**Q:** Every row of this table for boron phosphide is called an exciton. Is the first one an electron and a hole bound to each other?

Boron phosphide (2-atom cell), Yambo 5.3.0: transition-space response with the ALDA kernel on Quantum ESPRESSO PBEsol states, no spin–orbit coupling; PseudoDojo 0.4.1 SR PBEsol standard potentials, wave cutoff 1034 eV, 6×6×6 k mesh, bands 2–6, scissor 0.85 eV. Strengths are relative to the strongest excitation of the calculation, for field direction xyz.

| row | exciton energies (eV) | exciton strengths (relative to the strongest) |
| --- | --- | --- |
| 1 | 4.211 | 0.000 |
| 2 | 4.212 | 0.020 |
| 3 | 4.213 | 0.273 |
| 4 | 4.214 | 0.078 |
| 5 | 4.216 | 0.042 |
| 6 | 4.219 | 0.008 |
| 7 | 4.966 | 0.000 |
| 8 | 4.966 | 0.000 |
| 9 | 4.966 | 0.000 |
| 10 | 4.967 | 0.000 |
| 11 | 4.967 | 0.000 |
| 12 | 4.967 | 0.000 |
| 13 | 4.968 | 0.272 |
| 14 | 4.968 | 0.101 |
| 15 | 4.968 | 0.437 |
| 16 | 4.972 | 0.002 |
| 17 | 4.972 | 0.002 |
| 18 | 4.972 | 0.002 |
| 19 | 5.154 | 0.003 |
| 20 | 5.154 | 0.003 |
| 21 | 5.154 | 0.003 |
| 22 | 5.161 | 0.000 |
| 23 | 5.161 | 0.000 |
| 24 | 5.173 | 0.000 |
| 25 | 5.486 | 0.000 |
| 26 | 5.486 | 0.000 |
| 27 | 5.486 | 0.000 |
| 28 | 5.486 | 0.017 |
| 29 | 5.486 | 0.008 |
| 30 | 5.486 | 0.000 |
| 31 | 5.487 | 0.000 |
| 32 | 5.487 | 0.000 |
| 33 | 5.487 | 0.000 |
| 34 | 5.487 | 0.000 |
| 35 | 5.487 | 0.000 |
| 36 | 5.489 | 0.274 |
| 37 | 5.489 | 0.450 |
| 38 | 5.489 | 0.067 |
| 39 | 5.491 | 0.000 |
| 40 | 5.491 | 0.000 |

**A:** No. A bound pair costs less energy than a separate electron and hole, so it would lie below the smallest vertical gap between the bands. The density-functional bands have a direct gap of 3.360 eV, and the scissor, a constant upward shift of the empty bands, adds 0.85 eV. The sum, 4.210 eV, practically equals row 1 at 4.211 eV, and no constant in it was adjusted to the table. Theory explains the agreement: the time-dependent density-functional kernel used here (ALDA) lacks the long-range screened attraction that binds a pair. "Exciton" here means only a solution of the coupled equations for electron-hole pairs.

**Q:** With the same scissor, the band gap on this mesh is only $1.234+0.85\approx2.08$ eV. Why does the list start about 2.1 eV higher?

**A:** That gap is indirect: the highest filled and the lowest empty state have different crystal momenta. (The mesh misses the exact band edge, so the gap of these bands is in fact slightly smaller still.) Light carries almost no momentum, so by itself it drives only vertical transitions. In a real film, lattice vibrations supply the difference and allow weak absorption below row 1. The calculation holds the atoms still, so row 1 marks the start of direct absorption and not the limit of transparency.

**Q:** Why do the energies then come in bunches, with nothing between 4.22 and 4.97 eV?

**A:** In the crystal the vertical gap changes smoothly with crystal momentum, but the calculation samples it at only 216 points. Each excitation lies close to

$$E \approx \Delta_k + S,$$

where $\Delta_k$ is the vertical distance between one filled and one empty band at sampled point $k$, and $S$ is the scissor. Points related by symmetry share the same values of $\Delta_k$, so their transitions pile up at one energy. The empty stretch is therefore a product of the mesh, and a denser one would fill it.

**Q:** Can the size of a bunch be predicted?

**A:** Multiply the number of equivalent points by the number of band pairs of equal energy at each. The zone centre is a single point, and the three filled and two empty bands kept in this calculation give six pairs, as in rows 1 to 6. Six points along the cube axes with two pairs each give the twelve of rows 7 to 18. Eight points along the cube diagonals, again with two pairs, would give sixteen. That matches rows 25 to 40, but the list stops there, so this count is less certain. This assignment is inferred from counting and symmetry. For the six rows near 5.16 eV, counting alone allows six points with one pair each or three points with two. The pattern of their energies favours the first: they fall into sets of three, two and one, as symmetry expects for six points along the cube axes. Three points with a twofold level would give two sets of three.

**Q:** Rows 7 to 12 have zero strength, yet rows 13 to 15, at almost the same energy, are bright. Are the dark ones forbidden transitions?

**A:** Not one by one. Even a weak coupling mixes transitions of equal energy into joint patterns spread over all the equivalent points. In most patterns the transition dipoles cancel; in a few they add up. Light has three independent directions of polarisation, so symmetry lets three patterns gather most of the strength. The table bears this out: rows 13 to 15 hold 99% of the strength in their bunch, and rows 36 to 38 hold 97% of what is listed of theirs.

**Q:** Row 15 has a strength of 0.437 and row 14 only 0.101. Does that ratio mean anything?

**A:** No. The strengths are relative to the strongest excitation of the calculation, but these rows belong to one threefold level. Any three mutually orthogonal mixtures of its states are equally valid solutions, and each choice divides the strength for a given field direction differently. Only the sum over rows 13 to 15, 0.81, is independent of that choice.

**Q:** May I add up rows 1 to 6 in the same way?

**A:** With much less confidence. Yambo warns that the chosen range of bands cuts through a degenerate level. Probably the empty level at the zone centre is threefold and only two of its members were kept. The sum would then depend on which two were kept. The cut would also spoil the symmetry of the patterns, which could explain why these six energies all differ while the other bunches contain repeated values. Including the next band would test it.

**Q:** What would a scissor of 1.00 eV change, and which digits can I use for an optical model of a film?

**A:** The scissor moves all empty bands together and leaves this kernel unchanged, so every energy in the table would rise by 0.15 eV. Row 1 would move to $3.360+1.00=4.36$ eV. The onset is thus no better than the chosen scissor, and it leaves out any binding of electron and hole. The sizes of the small splittings within a bunch should not be trusted, because bands, cutoffs and mesh are not converged. For a film model, first refine the mesh: the 0.2 eV broadening of the spectrum is too narrow to bridge the 0.75 eV stretch above the first bunch. A finer mesh will not restore the missing attraction, though, which in a real crystal also reshapes the spectrum above the onset. The counts and sums used here are in the output that follows.

Printed output of the fit:

```
direct gap plus scissor, eV: 4.21
lowest excitation less (direct gap plus scissor), meV: 0.723
indirect gap on the mesh plus scissor, eV: 2.084
lowest excitation less (indirect gap plus scissor), eV: 2.126
onset expected with a scissor of 1.00 eV, eV: 4.36
rows in group 1, 2, 3, 4: 6, 12, 6, 16
mean energy of group 1, 2, 3, 4, eV: 4.214, 4.968, 5.16, 5.487
width of group 1, 2, 3, 4, meV: 8, 6, 19, 5
empty stretch between groups 1-2, 2-3, 3-4, eV: 0.747, 0.182, 0.313
summed strength of group 1, 2, 3, 4: 0.421, 0.816, 0.009, 0.816
summed strength of the three bright rows in group 2: 0.81
summed strength of the three bright rows in group 4: 0.791
share of the three bright rows in group 2, percent: 99.26
share of the three bright rows in group 4, percent: 96.94
largest over smallest single strength among the bright rows of group 2: 4.327
largest over smallest single strength among the bright rows of group 4: 6.716
bright sum of group 2 over bright sum of group 4: 1.024
rows with strength below 0.01: 29
k points in the full mesh: 216
transitions from 3 valence and 2 conduction bands: 1296
listed share of all transitions, percent: 3.086
absorption peak less highest listed excitation, eV: 0.9304
change of the static dielectric constant by the kernel, percent: -1.497
```
